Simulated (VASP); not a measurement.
Set up this calculation in VASP 6.6.1, as the native input.

| Property | Result |
| --- | --- |
| Task | relaxation of cell and atoms |
| Functional | PBEsol |
| Potentials or basis | VASP PAW PBE potentials, release 64 (Al, N) |
| Cutoff | 600 eV |
| k mesh | 12 × 12 × 6 |
| Occupations | gaussian, width 0.03 eV |
| Spin | no spin polarisation |
| Further INCAR settings | ALGO = Normal; EDIFF = 1e-07; IBRION = 2; EDIFFG = -0.005; NSW = 90; ISIF = 3 |

The structure of AlN lies in POSCAR:

```
AlN                                     
1.0
    3.1127044214      0.0000000000     -0.0000000000
   -1.5563522107      2.6956811015      0.0000000000
    0.0000000000     -0.0000000000      4.9808959696
  Al              N             
     2     2
Direct
     0.3333333300000021    0.6666666699999979    0.9989884324380106
     0.6666666699999979    0.3333333300000021    0.4989884324380106
     0.3333333300000021    0.6666666699999979    0.3810115675619919
     0.6666666699999979    0.3333333300000021    0.8810115675619919
```

The input as run:

INCAR

```
PREC = Accurate
ENCUT = 600
EDIFF = 1E-7
ISMEAR = 0
SIGMA = 0.03
LREAL = False
LASPH = True
NELM = 80
ALGO = Normal
ISIF = 3
LWAVE = False
LCHARG = False
GGA = PS
IBRION = 2
NSW = 90
EDIFFG = -0.005
KPAR = 4
```

KPOINTS

```
Automatic mesh
0
Gamma
  12 12 6
```

Potentials or basis: VASP PAW PBE potentials, release 64 (Al, N).

Launch:

```console
$ cat potpaw_PBE.64/Al/POTCAR potpaw_PBE.64/N/POTCAR > POTCAR
$ mpirun -np 4 vasp_std > vasp.out
```

Results of the run:

```
Relaxed volume                         : 10.45 Å³/atom
Relaxed cell                           : a = 3.113 Å, b = 3.113 Å, c = 4.982 Å, α = 90.00°, β = 90.00°, γ = 120.00°
Space group after relaxing (to 0.05 Å) : P6_3mc (No. 186)
Energy gained by relaxing              : 0.0 meV/atom
Ionic steps                            : 3
Pressure after relaxing                : 0.0 GPa
Band gap on the k mesh                 : 4.12 eV, direct
```

Caveat: the PAW data sets were made with another functional, which shifts forces and pressure a little.

Wall time 19 s on 4 MPI ranks on Intel(R) Xeon(R) Platinum 8559C (Emerald Rapids), on a shared host, peak memory 0.19 GiB a rank.
